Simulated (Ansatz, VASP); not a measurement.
## One calculation of Zr, two programs

INCAR

```
  ALGO = Normal
  EDIFF = 1E-7
  ENCUT = 520
  ISIF = 2
  ISMEAR = -1
  LASPH = T
  LCHARG = F
  LREAL = F
  LWAVE = F
  NBANDS = 12
  NELM = 100
  PREC = Accurate
  SIGMA = 0.1
```

Contents of KPOINTS:

```
k-points
0
Gamma
  14 14 14
```

The input POSCAR:

```
Zr
1.0
    0.0000000000      2.1792330899      2.1792330899
    2.1792330899      0.0000000000      2.1792330899
    2.1792330899      2.1792330899      0.0000000000
Zr
1
Direct
    0.0000000000      0.0000000000      0.0000000000
```

Input for Ansatz:

```yaml
crystal:
  lattice:
    - [0.0, 2.1792330899, 2.1792330899]
    - [2.1792330899, 0.0, 2.1792330899]
    - [2.1792330899, 2.1792330899, 0.0]
  atoms:
    - { symbol: Zr, position: [0.0, 0.0, 0.0] }
hamiltonian:
  xc: lda
  pseudopotentials:
    kind: paw
    azcp:
      Zr: "pseudopotentials/Zr.paw.azcp"
basis:
  ecutwfc: 420
  fft_grid_basis: typed
kpoints:
  mp_grid: { grid: [14, 14, 14], shift: [0, 0, 0] }
magnetization:
  spin_polarized: false
scf:
  occupations: { method: fermi_dirac, width: 0.1 }
  lower_state_search: "off"
output:
  stress: true
```

Alike in both runs: task single point; functional LDA; k mesh 14 × 14 × 14; occupations fermi-dirac, width 0.1 eV; no spin polarisation.

|  | VASP | Ansatz |
| --- | --- | --- |
| version | VASP 6.6.1 | Ansatz 0.2.0 |
| potentials or method | VASP PAW LDA potentials, release 64 (Zr_sv) | plane waves (420 eV) with PAW, scalar-relativistic |
| plane-wave cutoff (eV) | 520 | 420 |
| valence electrons in the cell | 12 | 12 |

```csv
,VASP,Ansatz,Ansatz less VASP
pressure (GPa),4.7,4.6,-0.12
```

Ansatz warned: «pseudo_functional_mismatch».
